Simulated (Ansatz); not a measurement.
Input of an Ansatz 0.2.0 run:

File input.yaml:

```yaml
crystal:
  lattice:
    - [0.0, 1.9417396906, 1.9651051623]
    - [1.4984397099, 0.0, 1.9651051623]
    - [1.4984397099, 1.9417396906, 0.0]
  atoms:
    - { symbol: Fe, position: [0.0, 0.0, 0.0], spin: 3.0 }
kpoints:
  mp_grid: { grid: [13, 13, 13] }
scf:
  occupations: { method: fermi_dirac, width: 0.05 }
hamiltonian:
  xc: pbesol
  pseudopotentials: { kind: all_electron, lapw: { basis_error: 0.001 } }
magnetization:
  spin_polarized: true
output:
  forces: true
  stress: true
  eigenvalues: true
```

Potentials or basis: all-electron LAPW, scalar-relativistic.

Launch:

```console
$ ansatz run input.yaml --threads 2 --pin off --max-ram 6144MiB --backend cpu --events-out ev --progress --plain --runs-dir out
```

(1) Predict the pressure.

(2) Estimate the site moments.

(3) Predict the net moment.

(4) What does it give for the band gap on the k mesh?

## Answers

(1) -10.5 GPa.

(2) Fe +2.22 μB.

(3) 2.17 μB per cell.

(4) none (metal or under the smearing width).
